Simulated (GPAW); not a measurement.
BN:

```
CELL_PARAMETERS angstrom
0.00000 1.81300 1.81300
1.81300 0.00000 1.81300
1.81300 1.81300 0.00000
ATOMIC_POSITIONS crystal
N 0.25000 0.25000 0.25000
B 0.00000 0.00000 0.00000
```

The cell is a database's computed one.

* Program: GPAW 26.7.0
* Task: relaxation of cell and atoms
* Functional: RPBE
* Dispersion: D4
* Potentials or basis: the program's PAW data sets (release 1.2.1) made for this functional
* Cutoff: 800 eV
* Basis: pw
* k mesh: 13 × 13 × 13
* Occupations: fermi-dirac, width 0.05 eV
* Spin: no spin polarisation

At the start: pressure -10.7 GPa; volume 5.96 Å³/atom.

Q: How do energy, volume and symmetry change on relaxing?

A: Over 3 steps the energy falls by 4.3 meV/atom and the volume is 5.79 Å³/atom (-2.9 %); space group F-43m (No. 216, to 0.05 Å).

Step by step:
```csv
step,energy change (eV),largest force (eV/Å),pressure (GPa),volume (Å³)
1,0.0000,0.0000,-10.74,11.92
2,-0.0050,0.0000,-7.62,11.82
3,-0.0086,0.0000,0.23,11.58
```

Final structure:
```cif
data_structure
_symmetry_space_group_name_H-M 'P 1'
_symmetry_Int_Tables_number 1
_cell_length_a 2.5394
_cell_length_b 2.5394
_cell_length_c 2.5394
_cell_angle_alpha 60.000
_cell_angle_beta 60.000
_cell_angle_gamma 60.000
_cell_volume 11.58
loop_
_atom_site_label
_atom_site_type_symbol
_atom_site_fract_x
_atom_site_fract_y
_atom_site_fract_z
_atom_site_occupancy
N1 N 0.25000 0.25000 0.25000 1
B1 B 0.00000 0.00000 0.00000 1
```

Caveat: later steps reuse the first step's grids.
